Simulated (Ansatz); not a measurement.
Reaction (ligand exchange at the Si–C bond): `C=CCC[SiH3]` + `[NH2][In]([OH])[SH]` → `[NH2][In]([SH])[O][SiH3]` + `C=CCC`

Program: Ansatz. Geometries: PBE0-D4/def2-TZVP. ΔE: electronic, gas phase. CCSD(T)/CBS is the MP2 limit (def2-TZVPP, def2-QZVPP) plus CCSD(T) − MP2 in def2-TZVPP, frozen cores. def2 core potentials past Kr. For In outer-core shells are correlated without core-valence functions, which leaves a few kJ/mol of doubt a bond. Each species was taken in one conformer, which may not be the lowest.

```json
{"species": "`C=CCC[SiH3]`", "SCS-MP2/def2-TZVPP energy (Eh)": "-447.09119"}
{"species": "`[NH2][In]([OH])[SH]`", "SCS-MP2/def2-TZVPP energy (Eh)": "-719.40357"}
{"species": "`[NH2][In]([SH])[O][SiH3]`", "SCS-MP2/def2-TZVPP energy (Eh)": "-1009.68501"}
{"species": "`C=CCC`", "SCS-MP2/def2-TZVPP energy (Eh)": "-156.85688"}
```

Work out ΔE.

ΔE = (-1009.68501) + (-156.85688) − (-447.09119) − (-719.40357) = -0.04713 Eh = -29.6 kcal/mol. CCSD(T)/CBS gives -28.2 kcal/mol.

Largest T1 diagnostic among the species: 0.015.

In def2-TZVPP, CCSD(T) changes the Hartree–Fock value by +6.1 kcal/mol (the triples alone add +0.8 kcal/mol) and MP2 by +5.9 kcal/mol. The D4 term adds +1.1 kcal/mol with B3LYP and +0.6 kcal/mol with PBE0; it sums over pairs of atoms, weighted by their polarisabilities, and B3LYP, whose exchange is more repulsive, gets the larger term. From PBE to PBE0 (25 % exact exchange), in def2-TZVPP and without D4, ΔE moves by −1.7 kcal/mol.

B3LYP here is the variant with VWN-RPA as its local correlation; programs differ in this.
